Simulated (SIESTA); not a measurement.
## SiGe under changes of volume

One of the cells (21.291 Å³/atom); the others are scaled copies at fixed shape and fractional positions:

```
CELL_PARAMETERS angstrom
3.90445 0.00000 0.00000
-1.95223 3.38135 0.00000
0.00000 0.00000 6.45078
ATOMIC_POSITIONS crystal
Ge 0.33333 0.66667 0.00039
Ge 0.66667 0.33333 0.50039
Si 0.33333 0.66667 0.37461
Si 0.66667 0.33333 0.87461
```

The cell comes from a database or a generator and needn't be the stable form of this composition.

* Program: SIESTA 5.4.2
* Functional: LDA
* Potentials or basis: PseudoDojo 0.4 standard (LDA files)
* Basis: DZP (energy shift 0.003 Ry; two zetas on semicore shells)
* Grid cutoff: 800 Ry
* Energy shift: 0.003 Ry
* k mesh: 8 × 8 × 4
* Occupations: fermi-dirac, width 0.05 eV
* Spin: no spin polarisation

```csv
volume (Å³/atom),energy over the lowest point (meV/atom),pressure (GPa),gap on the mesh (eV),largest force (eV/Å)
20.014,11.61,4.1,0.37,0.033
20.440,3.30,2.2,0.40,0.025
20.866,0.00,0.4,0.44,0.018
21.291,1.19,-1.2,0.40,0.010
21.717,6.38,-2.6,0.34,0.004
22.143,15.15,-3.9,0.29,0.002
22.569,?,?,?,?
```

What does the run at 22.569 Å³/atom give?

Energy over the lowest point 27.10 meV/atom; pressure -5.0 GPa; gap on the mesh 0.23 eV; largest force 0.007 eV/Å.

Worked out: A Birch-Murnaghan fit of order 3 (a polynomial in V^(-2/3)) to the other rows has its minimum at 20.96 Å³/atom with B0 = V·E''(V) = 81 GPa and B' = 4.5 at fixed shape and positions, which overstates the stiffness. It gives 27.12 meV/atom at 22.569 Å³/atom, against the run's 27.10, and -dE/dV = -5.1 GPa, against -5.0. A parabola through the other rows of the gap, of slope -5.8 eV per unit of ln V there, extrapolates to 0.18 eV, against the run's 0.23.

Energies are extrapolated to zero smearing.

Caveats: the basis of atomic orbitals isn't converged, which shifts pressures, moduli and gaps.

A mesh can miss the band edges. Spin-orbit coupling on Ge is left out.
